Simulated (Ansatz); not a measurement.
# TiO: convergence and cost

One table from this session's results is given with a row withheld; the runs are named, their logs left out.

Method: DFT r2SCAN, scalar-relativistic, plane waves, PAW, in Ansatz 0.2.0.

## The structure to begin with

It takes space group P-6m2 (No. 187, hexagonal). The conventional cell has a = 3.031 Å, b = 3.031 Å, c = 3.238 Å, α = 90.00°, β = 90.00°, γ = 120.00°. Ti (site symmetry -6m2) has 6 O at 2.38 Å in its first shell of neighbours. O (site symmetry -6m2) is surrounded by 6 Ti at 2.38 Å.

As a file:

```cif
data_structure
_symmetry_space_group_name_H-M 'P-6m2'
_symmetry_Int_Tables_number 187
_cell_length_a 3.0310
_cell_length_b 3.0310
_cell_length_c 3.2377
_cell_angle_alpha 90.000
_cell_angle_beta 90.000
_cell_angle_gamma 120.000
_cell_volume 25.76
loop_
_atom_site_label
_atom_site_type_symbol
_atom_site_symmetry_multiplicity
_atom_site_Wyckoff_symbol
_atom_site_fract_x
_atom_site_fract_y
_atom_site_fract_z
_atom_site_occupancy
Ti1 Ti 1 e 0.66667 0.33333 0.00000 1
O1 O 1 b 0.00000 0.00000 0.50000 1
```

Source of the structure: the Crystallography Open Database. It is taken as it stands there.

## The base input

The input, input.yaml:

```yaml
crystal:
  lattice:
    - [3.0309987015, 0.0, 0.0]
    - [-1.5154993507, 2.6249218743, 0.0]
    - [0.0, 0.0, 3.2377]
  atoms:
    - { symbol: Ti, position: [0.6666666667, 0.3333333333, 0.0] }
    - { symbol: O, position: [0.0, 0.0, 0.5] }
basis:
  ecutwfc: 500
kpoints:
  mp_grid: { grid: [12, 12, 12] }
hamiltonian:
  xc: r2scan
scf:
  occupations: { method: gaussian, width: 0.01 }
output:
  forces: true
  stress: true
  eigenvalues: true
  populations: true
```

Its results, from an earlier run: -1537.3326 eV/atom at zero smearing, pressure -39.62 GPa, largest force 0.000 eV/Å, gap on the mesh 0.17 eV, in 8 SCF cycles and 8.6 s.

Set-up of the first run:

The input, input.yaml:

```yaml
crystal:
  lattice:
    - [3.0309987015, 0.0, 0.0]
    - [-1.5154993507, 2.6249218743, 0.0]
    - [0.0, 0.0, 3.2377]
  atoms:
    - { symbol: Ti, position: [0.6666666667, 0.3333333333, 0.0] }
    - { symbol: O, position: [0.0, 0.0, 0.5] }
basis:
  ecutwfc: 150
kpoints:
  mp_grid: { grid: [12, 12, 12] }
hamiltonian:
  xc: r2scan
scf:
  occupations: { method: gaussian, width: 0.01 }
output:
  forces: true
  stress: true
  eigenvalues: true
```

The run is started by

```sh
$ ansatz run input.yaml --threads 1 --pin off --max-ram 2560MiB --backend cpu --events-out ev --progress --plain --runs-dir out
```

Steps of the session up to this table: Plane-wave cutoff set to 150 eV; Plane-wave cutoff set to 200 eV; Plane-wave cutoff: 250 eV; Plane-wave cutoff: 300 eV; Plane-wave cutoff set to 350 eV; Plane-wave cutoff set to 380 eV; Plane-wave cutoff: 460 eV; Plane-wave cutoff set to 520 eV; Plane-wave cutoff set to 600 eV; Plane-wave cutoff set to 700 eV; Plane-wave cutoff: 850 eV.

One of the session's tables, all rows but one given; the rest of the session is left out.

```
cutoff (eV)  ΔE (meV/atom)  pressure (GPa)  gap on the mesh (eV)
        150          20545          -77.72                  none
        200           5843          -45.10                  none
        250           1375          -36.30                 0.236
        300            250          -38.56                 0.148
        350           43.9          -39.85                 0.174
        380              ?               ?                     ?
        460           4.35          -39.61                 0.172
        500           3.24          -39.62                 0.172
        520           2.78          -39.62                 0.172
        600           1.36          -39.62                 0.171
        700           0.56          -39.61                 0.172
        850           0.00          -39.62                 0.172
```

Estimate the missing values for cutoff (eV) = 380.

Worked estimate for «ΔE (meV/atom)». A straight line through the neighbours (350, 43.9) and (460, 4.35) gives 43.9 + (4.35 − 43.9) × (380 − 350) / (460 − 350) = 33.1; a parabola fitted to 4 rows on both sides gives 9.4.

As computed: ΔE (meV/atom): 16.8; pressure (GPa): -39.71; gap on the mesh (eV): 0.173. In «ΔE (meV/atom)» the line misses by +16.3 and the parabola by -7.4.

Caveats from the session: The final runs have no spin polarisation, so a magnetic state may lie lower. Warnings in the runs' records: cutoff below recommended.
